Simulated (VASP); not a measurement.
Write the native input for VASP 6.6.1 that does the following.

```
Task                   : single point
Functional             : PBEsol
Potentials or basis    : VASP PAW PBE potentials, release 64 (Sb)
Cutoff                 : 520 eV
k mesh                 : 12 × 12 × 4
Occupations            : gaussian, width 0.15 eV
Spin                   : no spin polarisation
Dipole correction      : no
Further INCAR settings : ALGO = Normal; EDIFF = 1e-06; NBANDS = 18
```

The structure of Sb lies in POSCAR:

```
Sb
1.0
    3.3225106517      0.0000000000      0.0000000000
   -1.6612553259      2.8773786287      0.0000000000
    0.0000000000      0.0000000000     10.9354826097
Sb
4
Direct
    0.3333333333      0.6666666667      0.1250000000
    0.3333333333      0.6666666667      0.6250000000
    0.6666666667      0.3333333333      0.3750000000
    0.6666666667      0.3333333333      0.8750000000
```

This isn't the form of Sb at room conditions, which is rhombohedral.

The cell isn't the ideal one: the relaxed cell repeated 2 times.

The input as run:

INCAR

```
PREC = Accurate ; ENCUT = 520
EDIFF = 1E-6 ; ISMEAR = 0
SIGMA = 0.15 ; LREAL = False
LASPH = True ; NELM = 100
ALGO = Normal ; ISIF = 2
LWAVE = False ; LCHARG = False
GGA = PS ; NBANDS = 18
```

KPOINTS

```
regular mesh
0
Gamma
  12 12 4
```

Potentials or basis: VASP PAW PBE potentials, release 64 (Sb).

The run is started by

```sh
$ cat potpaw_PBE.64/Sb/POTCAR > POTCAR
$ mpirun -np 1 vasp_std > vasp.out
```

Results of the run:

| Property | Result |
| --- | --- |
| Pressure | 0.0 GPa |
| Band gap on the k mesh | none (metal or under the smearing width) |

Caveat: the PAW data sets were made with another functional, which shifts forces and pressure a little.

Run time: 54 s on 1 thread of Intel(R) Xeon(R) Platinum 8488C (Sapphire Rapids), on a shared host, peak memory 0.27 GiB.
